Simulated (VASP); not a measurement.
# AlP in VASP: relaxation of the atoms with PBEsol

Aim: the relaxation of the atoms of AlP with PBEsol.

Everything below comes from runs of VASP 6.6.1. Logs are shortened: lines on timing, memory, paths and dates and some standing lists are left out, and cuts for length are marked.

**1. The slab as given**

The cell holds a slab with vacuum, 10 atoms: a = 5.451 Å, b = 3.854 Å, c = 23.709 Å, α = 90.00°, β = 90.00°, γ = 90.00°.

**2. Relaxation of the atoms, PBEsol**

File INCAR:

```
ALGO = Fast ; DIPOL = 0.5 0.5 0.500
EDIFF = 1E-7 ; EDIFFG = -0.015
ENCUT = 520 ; GGA = PS
IBRION = 2 ; IDIPOL = 3
ISIF = 2 ; ISMEAR = 0
KPAR = 8 ; LASPH = True
LCHARG = False ; LDIPOL = True
LREAL = False ; LWAVE = False
NELM = 60 ; NSW = 100
PREC = Accurate ; SIGMA = 0.05
```

File KPOINTS:

```
k-points
0
Gamma
  4 6 1
```

File POSCAR:

```
AlP
1.0
    5.4510000000      0.0000000000      0.0000000000
    0.0000000000      3.8544390640      0.0000000000
    0.0000000000      0.0000000000     23.7088781280
Al P
5 5
Direct
    0.5000000000      0.5000000000      0.3374263412
    0.0000000000      0.0000000000      0.4187131706
    0.5000000000      0.5000000000      0.5000000000
    0.0000000000      0.0000000000      0.5812868294
    0.5000000000      0.5000000000      0.6625736588
    0.7500000000      0.0000000000      0.3374263412
    0.2500000000      0.5000000000      0.4187131706
    0.7500000000      0.0000000000      0.5000000000
    0.2500000000      0.5000000000      0.5812868294
    0.7500000000      0.0000000000      0.6625736588
```

Potentials or basis: VASP PAW PBE potentials, release 64 (Al, P).

On the command line:

```
$ cat potpaw_PBE.64/Al/POTCAR potpaw_PBE.64/P/POTCAR > POTCAR
$ mpirun -np 8 vasp_std > vasp.out
```

OUTCAR:

```text
EDIFF = 1E-7
   EDIFFG = -0.015
   ENCUT = 520
   GGA = PS
   IBRION = 2
   ISIF = 2
   ISMEAR = 0
   LASPH = True
   LREAL = False
   NELM = 60
   NSW = 100
   PREC = Accurate

 ion  position               nearest neighbor table
   1  0.500  0.500  0.337-   7 2.36   6 2.36   6 2.36
   2  0.000  0.000  0.419-   6 2.36   8 2.36   7 2.36   7 2.36
   3  0.500  0.500  0.500-   7 2.36   9 2.36   8 2.36   8 2.36
   4  0.000  0.000  0.581-   8 2.36  10 2.36   9 2.36   9 2.36
   5  0.500  0.500  0.663-   9 2.36  10 2.36  10 2.36
   6  0.750  0.000  0.337-   2 2.36   1 2.36   1 2.36
   7  0.250  0.500  0.419-   1 2.36   3 2.36   2 2.36   2 2.36
   8  0.750  0.000  0.500-   2 2.36   4 2.36   3 2.36   3 2.36
   9  0.250  0.500  0.581-   3 2.36   5 2.36   4 2.36   4 2.36
  10  0.750  0.000  0.663-   4 2.36   5 2.36   5 2.36

  LATTYP: Found a simple orthorhombic cell.
 ALAT       =     3.8544390640
 B/A-ratio  =     1.4142135625
 C/A-ratio  =     6.1510579709

  Lattice vectors:

 A1 = (   0.0000000000,  -3.8544390640,   0.0000000000)
 A2 = (   5.4510000000,   0.0000000000,   0.0000000000)
 A3 = (   0.0000000000,   0.0000000000,  23.7088781280)

Analysis of symmetry for initial positions (statically):
=====================================================================
 Subroutine PRICEL returns:
 Original cell was already a primitive cell.

 Routine SETGRP: Setting up the symmetry group for a
 simple orthorhombic supercell.

 Subroutine GETGRP returns: Found  4 space group operations
 (whereof  4 operations were pure point group operations)
 out of a pool of  8 trial point group operations.

The static configuration has the point symmetry C_2v.

Analysis of symmetry for dynamics (positions and initial velocities):
=====================================================================
 Subroutine PRICEL returns:
 Original cell was already a primitive cell.

 Routine SETGRP: Setting up the symmetry group for a
 simple orthorhombic supercell.

 Subroutine GETGRP returns: Found  4 space group operations
 (whereof  4 operations were pure point group operations)
 out of a pool of  8 trial point group operations.

The dynamic configuration has the point symmetry C_2v.

 Subroutine INISYM returns: Found  4 space group operations
[... 142 lines left out ...]

 number of electron      40.0000003 magnetization

 Free energy of the ion-electron system (eV)
  ---------------------------------------------------
  ext. energy  EPLUGINS =         0.00000000
  ---------------------------------------------------
  free energy    TOTEN  =       -50.94399063 eV

  energy without entropy =      -50.94399063  energy(sigma->0) =      -50.94399063

------------------------ aborting loop because EDIFF is reached ----------------------------------------

  FORCE on cell =-STRESS in cart. coord.  units (eV):
  Direction    XX          YY          ZZ          XY          YZ          ZX
  --------------------------------------------------------------------------------------
  -------------------------------------------------------------------------------------
  Total       -3.3765894     -2.2508480      0.3494001      0.0000000      0.0000000      0.0000000
  in kB      -10.8602662     -7.2394969      1.1237903      0.0000000      0.0000000      0.0000000
  external PRESSURE =      -5.6586576 kB  Pullay stress =       0.0000000 kB
[... 113 lines left out ...]
  FREE ENERGIE OF THE ION-ELECTRON SYSTEM (eV)
  ---------------------------------------------------
  free  energy   TOTEN  =       -51.7419664529 eV

  energy  without entropy=      -51.7419664529  energy(sigma->0) =      -51.74196645

[... ionic steps 4 to 17 ...]

--------------------------------------- Ionic step       18  -------------------------------------------

 number of electron      40.0000002 magnetization

 dipolmoment           0.000000      0.000000      0.000000 electrons x Angstroem

------------------------ aborting loop because EDIFF is reached ----------------------------------------

  FORCE on cell =-STRESS in cart. coord.  units (eV):
  Direction    XX          YY          ZZ          XY          YZ          ZX
  --------------------------------------------------------------------------------------
  -------------------------------------------------------------------------------------
  Total       -0.5864026     -1.4808588     -0.0990728      0.0000000      0.0000000      0.0000000
  in kB       -1.8860711     -4.7629482     -0.3186520      0.0000000      0.0000000      0.0000000
  external PRESSURE =      -2.3225571 kB  Pullay stress =       0.0000000 kB
[... 75 lines left out ...]
--------------------------------------- Ionic step       20  -------------------------------------------

 number of electron      40.0000002 magnetization

 dipolmoment           0.000000      0.000000     -0.000000 electrons x Angstroem

 Free energy of the ion-electron system (eV)
  ---------------------------------------------------
  ext. energy  EPLUGINS =         0.00000000
  ---------------------------------------------------
  free energy    TOTEN  =       -52.35711411 eV

  energy without entropy =      -52.35711411  energy(sigma->0) =      -52.35711411

 E-fermi :  -1.2787     XC(G=0):  -4.3912

 val. band max:       -1.4978563339   @ k =   0.0000   0.0000   0.0000
 cond. band min:      -0.6180656965   @ k =   0.0000   0.5000   0.0000
 fundamental gap:      0.8797906374
 Fermi energy:        -1.2786863676

 k-point     1 :       0.0000    0.0000    0.0000
  band No.  band energies     occupation
      1     -12.8066      2.00000
      2     -12.1521      2.00000
      3     -11.1733      2.00000
      4     -10.6590      2.00000
      5     -10.5726      2.00000
      6      -6.6883      2.00000
[... 337 lines left out ...]
     25       2.2786      0.00000
     26       2.9610      0.00000

------------------------ aborting loop because EDIFF is reached ----------------------------------------

 vacuum level on the upper side and lower side of the slab       (xc-potential included)        -0.013        -0.013

  FORCE on cell =-STRESS in cart. coord.  units (eV):
  Direction    XX          YY          ZZ          XY          YZ          ZX
  --------------------------------------------------------------------------------------
  -------------------------------------------------------------------------------------
  Total       -0.5509745     -1.4130445     -0.0492487      0.0000000      0.0000000      0.0000000
  in kB       -1.7721224     -4.5448344     -0.1584006      0.0000000      0.0000000      0.0000000
  external PRESSURE =      -2.1584525 kB  Pullay stress =       0.0000000 kB
[... 25 lines left out ...]
  FREE ENERGIE OF THE ION-ELECTRON SYSTEM (eV)
  ---------------------------------------------------
  free  energy   TOTEN  =       -52.3571141140 eV

  energy  without entropy=      -52.3571141140  energy(sigma->0) =      -52.35711411

 reached required accuracy - stopping structural energy minimisation

 vacuum level on the upper side and lower side of the slab         4.170         4.170
```

OSZICAR:

```text
N       E                     dE             d eps       ncg     rms          rms(c)
DAV:   1     0.216112350591E+03    0.21611E+03   -0.13257E+04   624   0.112E+03
DAV:   2    -0.257208013935E+02   -0.24183E+03   -0.23707E+03   882   0.194E+02
DAV:   3    -0.529600404975E+02   -0.27239E+02   -0.26895E+02   714   0.660E+01
[... 271 lines left out ...]
RMM:   3    -0.523571137541E+02   -0.67552E-05   -0.79966E-05   667   0.519E-02    0.107E-02
RMM:   4    -0.523571136278E+02    0.12625E-06   -0.14314E-05   680   0.232E-02    0.473E-03
RMM:   5    -0.523571139064E+02   -0.27860E-06   -0.32222E-06   686   0.103E-02    0.295E-03
RMM:   6    -0.523571140720E+02   -0.16562E-06   -0.10697E-06   583   0.482E-03    0.127E-03
RMM:   7    -0.523571141140E+02   -0.41933E-07   -0.12827E-07   393   0.213E-03
  20 F= -.52357114E+02 E0= -.52357114E+02  d E =-.614282E-04
```

Wall time 19 min (8 MPI ranks of Intel Xeon Platinum 8259CL at 2.50GHz (Skylake/Cascade Lake), shared host); peak memory 0.67 GiB.

What came out:

| Quantity | Value |
| --- | --- |
| Free energy | -52.3571 eV |
| Energy gained by relaxing | 141.3 meV/atom |
| Ionic steps | 20 |
| Largest force after relaxing | 0.014 eV/Å |
| Band gap on the k mesh | 0.88 eV, indirect (least direct gap 1.26 eV) |

Forces in eV/Å, atoms in the order of the input:
```
Al  -0.007  0.000  0.012
Al  -0.001  0.000 -0.006
Al   0.001  0.000  0.000
Al  -0.001  0.000  0.006
Al  -0.007  0.000 -0.012
P    0.001  0.000 -0.003
P    0.004  0.000 -0.002
P    0.003  0.000  0.000
P    0.004  0.000  0.002
P    0.001  0.000  0.003
```

The path:
| step | energy change (eV) | largest force (eV/Å) | pressure (GPa) |
| --- | --- | --- | --- |
| 1 | 0.0000 | 1.9899 | -0.57 |
| 2 | -0.5196 | 1.3752 | -0.33 |
| 3 | -0.7980 | 1.0752 | -0.02 |
| 4 | -1.1660 | 0.6326 | -0.24 |
| 5 | -1.3575 | 0.5779 | -0.55 |
| 6 | -1.3804 | 0.3226 | -0.54 |
| 7 | -1.3890 | 0.1868 | -0.55 |
| 8 | -1.3968 | 0.1136 | -0.52 |
| 9 | -1.4020 | 0.2665 | -0.45 |
| 10 | -1.4072 | 0.1612 | -0.41 |
| 11 | -1.4109 | 0.0894 | -0.33 |
| 12 | -1.4110 | 0.1017 | -0.32 |
| 13 | -1.4123 | 0.0433 | -0.29 |
| 14 | -1.4124 | 0.0487 | -0.28 |
| 15 | -1.4127 | 0.0188 | -0.27 |
| 16 | -1.4127 | 0.0299 | -0.26 |
| 17 | -1.4129 | 0.0211 | -0.25 |
| 18 | -1.4130 | 0.0163 | -0.23 |
| 19 | -1.4131 | 0.0186 | -0.22 |
| 20 | -1.4131 | 0.0138 | -0.22 |

Final structure:
```cif
data_structure
_symmetry_space_group_name_H-M 'P 1'
_symmetry_Int_Tables_number 1
_cell_length_a 5.4510
_cell_length_b 3.8544
_cell_length_c 23.7089
_cell_angle_alpha 90.000
_cell_angle_beta 90.000
_cell_angle_gamma 90.000
_cell_volume 498.14
loop_
_atom_site_label
_atom_site_type_symbol
_atom_site_fract_x
_atom_site_fract_y
_atom_site_fract_z
_atom_site_occupancy
Al1 Al 0.55538 0.50000 0.35562 1
Al2 Al 0.97486 0.00000 0.41511 1
Al3 Al 0.48030 0.50000 0.50000 1
Al4 Al 0.97486 0.00000 0.58489 1
Al5 Al 0.55538 0.50000 0.64438 1
P1 P 0.75943 0.00000 0.32858 1
P2 P 0.22699 0.50000 0.41847 1
P3 P 0.73638 0.00000 0.50000 1
P4 P 0.22699 0.50000 0.58153 1
P5 P 0.75943 0.00000 0.67142 1
```

Caveat: the PAW data sets were made with another functional, which shifts forces and pressure a little.
